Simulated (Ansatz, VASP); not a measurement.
## Two plane-wave programs on HfO2

File INCAR:

```
ALGO = Normal
EDIFF = 1E-7
ENCUT = 520
GGA = PE
ISIF = 2
ISMEAR = 0
LASPH = T
LCHARG = F
LREAL = F
LWAVE = F
NBANDS = 18
NELM = 100
PREC = Accurate
SIGMA = 0.05
```

Contents of KPOINTS:

```
k-points
0
Gamma
  8 8 8
```

The input POSCAR:

```
HfO2
1.0
    0.0000000000      2.5488057606      2.5488057606
    2.3958774150      0.0000000000      2.5488057606
    2.3958774150      2.5488057606      0.0000000000
Hf O
1 2
Direct
    0.0000000000      0.0000000000      0.0000000000
    0.2500000000      0.2500000000      0.2500000000
    0.7500000000      0.7500000000      0.7500000000
```

Input for Ansatz:

```yaml
crystal:
  lattice:
    - [0.0, 2.5488057606, 2.5488057606]
    - [2.395877415, 0.0, 2.5488057606]
    - [2.395877415, 2.5488057606, 0.0]
  atoms:
    - { symbol: Hf, position: [0.0, 0.0, 0.0] }
    - { symbol: O, position: [0.25, 0.25, 0.25] }
    - { symbol: O, position: [0.75, 0.75, 0.75] }
basis:
  ecutwfc: 420
kpoints:
  mp_grid: { grid: [8, 8, 8] }
hamiltonian:
  xc: pbe
scf:
  occupations: { method: gaussian, width: 0.05 }
output:
  forces: true
  stress: true
  eigenvalues: true
```

Change from the starting cell: strain -0.0600 x Voigt [1, 0, 0, 0, 0, 0], atoms carried along.

Alike in both runs: task single point; functional PBE; k mesh 8 × 8 × 8; occupations gaussian, width 0.05 eV; no spin polarisation.

|  | VASP | Ansatz |
| --- | --- | --- |
| version | VASP 6.6.1 | Ansatz 0.2.0 |
| potentials or method | VASP PAW PBE potentials, release 64 (Hf_pv, O) | scalar-relativistic, plane waves, PAW |
| plane-wave cutoff (eV) | 520 | 420 |
| valence electrons in the cell | 22 | 38 |

VASP gave:

* gap on the k mesh at the Fermi level (eV): 3.11
* least direct gap on the mesh (eV): 3.36
* pressure (GPa): 13.3
* largest component of the traceless stress (GPa): 20.49

Q: What did Ansatz give for the same quantities?

A: gap on the k mesh at the Fermi level (eV): 3.11; least direct gap on the mesh (eV): 3.34; pressure (GPa): 17.5; largest component of the traceless stress (GPa): 20.10.

One of these differences is far larger than is usual between the two programs; its cause wasn't traced. The functional is the same, so the differences come from potentials, cutoffs and numerics. The two sets of potentials don't hold the same shells in valence.

Caveats: spin-orbit coupling is left out, which moves the levels of the heavy elements. A k mesh can miss the band edges.
